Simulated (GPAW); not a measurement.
A run of GPAW 26.7.0 is set up as follows.

run.py

```python
from ase.dft.bandgap import bandgap
from ase.io import read, write
from ase.units import GPa
from gpaw import GPAW, PW

atoms = read('POSCAR')
atoms.set_initial_magnetic_moments([2.0, 0.0])

calc = GPAW(mode=PW(800),
            xc='PBE',
            kpts={'size': (12, 12, 12), 'gamma': True},
            occupations={'name': 'fermi-dirac', 'width': 0.05},
            setups={'Co': ':d,2.0'},
            nbands=17,
            convergence={'density': 1e-05, 'energy': 1e-05},
            maxiter=150,
            txt='gpaw.txt')
atoms.calc = calc
energy = atoms.get_potential_energy()
forces = atoms.get_forces()
stress = atoms.get_stress()
calc.write('gs.gpw')
write('result.traj', atoms)
print(f'Energy: {energy:.6f} eV')
print('Forces (eV/A):')
print(forces.round(4))
print('Stress (GPa):', (stress / GPa).round(3))
print('Moments:', calc.get_magnetic_moments().round(3))
print('Fermi level:', round(calc.get_fermi_level(), 4), 'eV')
print(f'Gap: {bandgap(calc)[0]:.4f} eV, direct: {bandgap(calc, direct=True)[0]:.4f} eV')
```

The input POSCAR:

```
CoO
1.0
   -1.5080004400      1.5080004400      2.1072503600
    1.5080004400     -1.5080004400      2.1072503600
    1.5080004400      1.5080004400     -2.1072503600
Co O
1 1
Direct
    0.0000000000      0.0000000000      0.0000000000
    0.5000000000      0.5000000000      0.0000000000
```

Potentials or basis: GPAW PAW data sets (gpaw-data 1.2.1), pw.

The run is started by

```sh
$ OMP_NUM_THREADS=1 python run.py
```

**Question.** Predict the pressure.

**Answer.** 3.0 GPa.

**Question.** Predict the site moments.

**Answer.** Co +2.65; O +0.21 μB.

Stress tensor (GPa, compression positive):
```
 5.65  0.00  0.00
 0.00  5.65  0.00
 0.00  0.00 -2.41
```

Caveat: a cell with one magnetic atom can't hold antiferromagnetic order, which such compounds often take. The state reached can hang on the start; a lower one may exist.
